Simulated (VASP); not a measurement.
# CdSe (F-43m) in VASP: Born charges and dielectric tensor with LDA

Aim: the Born charges and dielectric tensor of CdSe with LDA.

All numbers are computed with VASP 6.6.1; they aren't measurements. Logs are shortened: lines on timing, memory, paths and dates and some standing lists are left out, and cuts for length are marked.

### Step 1. The crystal as given

It takes space group F-43m (No. 216, cubic). The conventional cell has a = 6.023 Å, b = 6.023 Å, c = 6.023 Å, α = 90.00°, β = 90.00°, γ = 90.00°. Around Cd (site symmetry -43m) lie 4 Se at 2.61 Å. Around Se (site symmetry -43m) lie 4 Cd at 2.61 Å.

Measurements of this composition are mostly on another form, of space group No. 186.

### Step 2. Born charges and dielectric tensor, LDA

File INCAR:

```
SYSTEM = CdSe
PREC = Accurate ; ENCUT = 600
EDIFF = 1E-8 ; ISMEAR = 0
SIGMA = 0.02 ; LREAL = .False.
LASPH = .True. ; NELM = 80
ALGO = Fast ; ISIF = 2
LWAVE = .False. ; LCHARG = .False.
LEPSILON = .True. ; IBRION = 8
NSW = 1
```

File KPOINTS:

```
regular mesh
0
Gamma
  10 10 10
  0 0 0
```

File POSCAR:

```
CdSe
1.0
    0.0000000000      3.0113700000      3.0113700000
    3.0113700000      0.0000000000      3.0113700000
    3.0113700000      3.0113700000      0.0000000000
Cd Se
1 1
Direct
    0.0000000000      0.0000000000      0.0000000000
    0.2500000000      0.2500000000      0.2500000000
```

Potentials or basis: VASP PAW LDA potentials, release 64 (Cd, Se).

The run is started by

```console
cat potpaw_LDA.64/Cd/POTCAR potpaw_LDA.64/Se/POTCAR > POTCAR
mpirun -np 1 vasp_std > vasp.out
```

OUTCAR:

```text
SYSTEM = CdSe
   PREC = Accurate
   ENCUT = 600
   EDIFF = 1E-8
   ISMEAR = 0
   LREAL = .False.
   LASPH = .True.
   NELM = 80
   ISIF = 2
   LEPSILON = .True.
   IBRION = 8
   NSW = 1

 ion  position               nearest neighbor table
   1  0.000  0.000  0.000-   2 2.61   2 2.61   2 2.61   2 2.61
   2  0.250  0.250  0.250-   1 2.61   1 2.61   1 2.61   1 2.61

  LATTYP: Found a face centered cubic cell.
 ALAT       =     6.0227400000

  Lattice vectors:

 A1 = (   0.0000000000,   3.0113700000,   3.0113700000)
 A2 = (   3.0113700000,   0.0000000000,   3.0113700000)
 A3 = (   3.0113700000,   3.0113700000,   0.0000000000)

Analysis of symmetry for initial positions (statically):
=====================================================================
 Subroutine PRICEL returns:
 Original cell was already a primitive cell.

 Routine SETGRP: Setting up the symmetry group for a
 face centered cubic supercell.

 Subroutine GETGRP returns: Found 24 space group operations
 (whereof 24 operations were pure point group operations)
 out of a pool of 48 trial point group operations.

The static configuration has the point symmetry T_d .

Analysis of symmetry for dynamics (positions and initial velocities):
=====================================================================
 Subroutine PRICEL returns:
 Original cell was already a primitive cell.

 Routine SETGRP: Setting up the symmetry group for a
 face centered cubic supercell.

 Subroutine GETGRP returns: Found 24 space group operations
 (whereof 24 operations were pure point group operations)
 out of a pool of 48 trial point group operations.

The dynamic configuration has the point symmetry T_d .

 Subroutine INISYM returns: Found 24 space group operations
 (whereof 24 operations are pure point group operations),
 and found     1 'primitive' translations

----------------------------------------------------------------------------------------

                                     Primitive cell

  volume of cell :      54.6163

  direct lattice vectors                    reciprocal lattice vectors
     0.000000000  3.011370000  3.011370000    -0.166037385  0.166037385  0.166037385
     3.011370000  0.000000000  3.011370000     0.166037385 -0.166037385  0.166037385
     3.011370000  3.011370000  0.000000000     0.166037385  0.166037385 -0.166037385

  length of vectors
     4.258720295  4.258720295  4.258720295     0.287585187  0.287585187  0.287585187

  position of ions in fractional coordinates (direct lattice)
     0.000000000  0.000000000  0.000000000
     0.250000000  0.250000000  0.250000000

  ion indices of the primitive-cell ions
   primitive index   ion index
                 1           1
                 2           2

----------------------------------------------------------------------------------------

 KPOINTS: regular mesh

Automatic generation of k-mesh.
 Grid dimensions read from file:
 generate k-points for:   10   10   10

 Generating k-lattice:

  Cartesian coordinates                     Fractional coordinates (reciprocal lattice)
    -0.016603738  0.016603738  0.016603738     0.100000000  0.000000000  0.000000000
     0.016603738 -0.016603738  0.016603738     0.000000000  0.100000000  0.000000000
[... 536 lines left out ...]
  free energy    TOTEN  =        -2.06113359 eV

  energy without entropy =       -2.06113359

------------------------ aborting loop because EDIFF is reached ----------------------------------------

--------------------------------------- Ionic step        2  -------------------------------------------

------------------------ aborting loop because EDIFF is reached ----------------------------------------

--------------------------------------- Ionic step        3  -------------------------------------------

------------------------ aborting loop because EDIFF is reached ----------------------------------------

 PIEZOELECTRIC TENSOR FIELD DIRECTION 3  (e Angst)
 -----------------------------------------------------------------------------
    -0.00107 -2.45106  0.00000           (  0.00000  0.04446  0.00000)
    -2.45106 -0.00107  0.00000           (  0.04446  0.00000  0.00000)
     0.00000  0.00000 -0.00057           (  0.00000  0.00000 -0.00000)

 PIEZOELECTRIC TENSOR FIELD DIRECTION 3  (C/m^2)
 -----------------------------------------------------------------------------
    -0.00031 -0.71902  0.00000
    -0.71902 -0.00031  0.00000
     0.00000  0.00000 -0.00017

--------------------------------------- Ionic step        4  -------------------------------------------

------------------------ aborting loop because EDIFF is reached ----------------------------------------

[... ionic steps 5 to 6 ...]

--------------------------------------- Ionic step        7  -------------------------------------------

 Free energy of the ion-electron system (eV)
  ---------------------------------------------------
  ---------------------------------------------------
  free energy    TOTEN  =        -0.08454231 eV

  energy without entropy =       -0.08454231

------------------------ aborting loop because EDIFF is reached ----------------------------------------

 INTERNAL STRAIN TENSOR  FOR ION    2  DIRECTION 1   (eV/Angst):
 -----------------------------------------------------------------------------
     0.00960  0.00000  0.00000
     0.00000 -0.00215 -6.80112
     0.00000 -6.80112 -0.00215

 MACROSCOPIC STATIC DIELECTRIC TENSOR (including local field effects in DFT)
 ------------------------------------------------------
          14.215584     0.000000     0.000000
          -0.000000    14.215584    -0.000000
           0.000000    -0.000000    14.215584
 ------------------------------------------------------

 PIEZOELECTRIC TENSOR (including local field effects)  for field in x, y, z        (e  Angst)
          XX          YY          ZZ          XY          YZ          ZX
  --------------------------------------------------------------------------------
  x     0.00000     0.00000     0.00000     0.00000    -2.46352     0.00000
  y    -0.00000     0.00000    -0.00000     0.00000     0.00000    -2.46352
  z    -0.00000    -0.00000     0.00000    -2.46352     0.00000     0.00000

 PIEZOELECTRIC TENSOR (including local field effects)  for field in x, y, z        (C/m^2)
          XX          YY          ZZ          XY          YZ          ZX
  --------------------------------------------------------------------------------
  x     0.00000     0.00000     0.00000     0.00000    -0.72268     0.00000
  y    -0.00000     0.00000    -0.00000     0.00000     0.00000    -0.72268
  z    -0.00000    -0.00000     0.00000    -0.72268     0.00000     0.00000

 BORN EFFECTIVE CHARGES (including local field effects) (in |e|, cummulative output)
 ---------------------------------------------------------------------------------
 ion    1
    1     2.29994     0.00000     0.00000
    2     0.00000     2.29994     0.00000
    3     0.00000     0.00000     2.29994
 ion    2
    1    -2.29994     0.00000     0.00000
    2     0.00000    -2.29994     0.00000
    3     0.00000     0.00000    -2.29994

 INTERNAL STRAIN TENSOR FOR ION    2 for displacements in x,y,z  (eV/Angst):
          X           Y           Z          XY          YZ          ZX
  --------------------------------------------------------------------------------
  x     0.00000    -0.00000    -0.00000     0.00000    -6.80112     0.00000
  y     0.00000     0.00000     0.00000     0.00000     0.00000    -6.80112
  z    -0.00000    -0.00000     0.00000    -6.80112     0.00000     0.00000

 SECOND DERIVATIVES (NOT SYMMETRIZED)
 ------------------------------------
               1X          1Y          1Z          2X          2Y          2Z
  1X    -5.317797    0.000000    0.000000    5.317797    0.000000    0.000000
  1Y     0.000000   -5.317797    0.000000    0.000000    5.317797    0.000000
  1Z     0.000000    0.000000   -5.317797    0.000000    0.000000    5.317797
  2X     5.291884    0.000000    0.000000   -5.291884    0.000000    0.000000
  2Y     0.000000    5.291884    0.000000    0.000000   -5.291884    0.000000
  2Z     0.000000    0.000000    5.291884    0.000000    0.000000   -5.291884

 Eigenvectors and eigenvalues of the dynamical matrix
 ----------------------------------------------------

   1 f  =    5.285968 THz    33.212719 2PiTHz  176.320928 cm-1    21.860999 meV
             X         Y         Z           dx          dy          dz
      0.000000  0.000000  0.000000     0.643262   -0.000000   -0.000000
      1.505685  1.505685  1.505685    -0.765646   -0.000000   -0.000000
[... 21 lines left out ...]
   6 f/i=    0.006359 THz     0.039952 2PiTHz    0.212100 cm-1     0.026297 meV
             X         Y         Z           dx          dy          dz
      0.000000  0.000000  0.000000    -0.395074    0.483707    0.442897
      1.505685  1.505685  1.505685    -0.331924    0.406389    0.372103

--------------------------------------------------------------------------------------------------------

 MACROSCOPIC STATIC DIELECTRIC TENSOR IONIC CONTRIBUTION
 ------------------------------------------------------
           3.303723     0.000000     0.000000
           0.000000     3.303723     0.000000
           0.000000     0.000000     3.303723
 ------------------------------------------------------

 ELASTIC MODULI CONTR FROM IONIC RELAXATION (kBar)
 Direction    XX          YY          ZZ          XY          YZ          ZX
 --------------------------------------------------------------------------------
 XX          -0.0000     -0.0000     -0.0000     -0.0000      0.0000      0.0000
 YY          -0.0000     -0.0000     -0.0000     -0.0000     -0.0000      0.0000
 ZZ          -0.0000     -0.0000     -0.0000      0.0000     -0.0000      0.0000
 XY          -0.0000     -0.0000      0.0000   -260.3216      0.0000      0.0000
 YZ           0.0000     -0.0000     -0.0000      0.0000   -260.3216      0.0000
 ZX           0.0000      0.0000      0.0000      0.0000      0.0000   -260.3216
 --------------------------------------------------------------------------------

 PIEZOELECTRIC TENSOR IONIC CONTR  for field in x, y, z        (C/m^2)
          XX          YY          ZZ          XY          YZ          ZX
  --------------------------------------------------------------------------------
  x     0.00000     0.00000     0.00000     0.00000     0.87263     0.00000
  y    -0.00000     0.00000    -0.00000     0.00000     0.00000     0.87263
  z     0.00000     0.00000     0.00000     0.87263     0.00000     0.00000
```

Wall time 14 min (1 thread of Intel Xeon Platinum 8259CL at 2.50GHz (Skylake/Cascade Lake), shared host); peak memory 0.51 GiB.

Results:

- Band gap on the k mesh: 0.42 eV, direct
- Electronic dielectric tensor (diagonal): 14.22
- Born charges (mean of the diagonal): Cd +2.30; Se -2.30 e
- Highest phonon frequency at Γ, LO-TO splitting left out: 176 cm⁻¹

Levels at points of the mesh, in eV from the valence-band top:
```
           k point  band 7  band 8  band 9  band 10  band 11  band 12
(0.00, 0.00, 0.00)    0.00    0.00    0.00     0.42     5.80     5.80
(0.50, 0.00, 0.00)   -4.66   -0.81   -0.81     2.23     6.32     6.32
(0.50, 0.50, 0.00)   -4.30   -1.99   -1.99     2.88     3.64     9.02
```

Phonon frequencies in cm⁻¹ (negative: imaginary):
```
              q point        frequencies
(0.000, 0.000, 0.000)  0 0 0 176 176 176
```

Electronic dielectric tensor:
```
14.22  0.00  0.00
 0.00 14.22  0.00
 0.00  0.00 14.22
```

Born effective charge tensors (e):
atom 1, Cd
```
2.30 0.00 0.00
0.00 2.30 0.00
0.00 0.00 2.30
```
atom 2, Se
```
-2.30  0.00  0.00
 0.00 -2.30  0.00
 0.00  0.00 -2.30
```

Caveat: the gap is small at this level, which inflates the dielectric constant. LDA gaps usually lie below the measured ones, often by a third to a half.
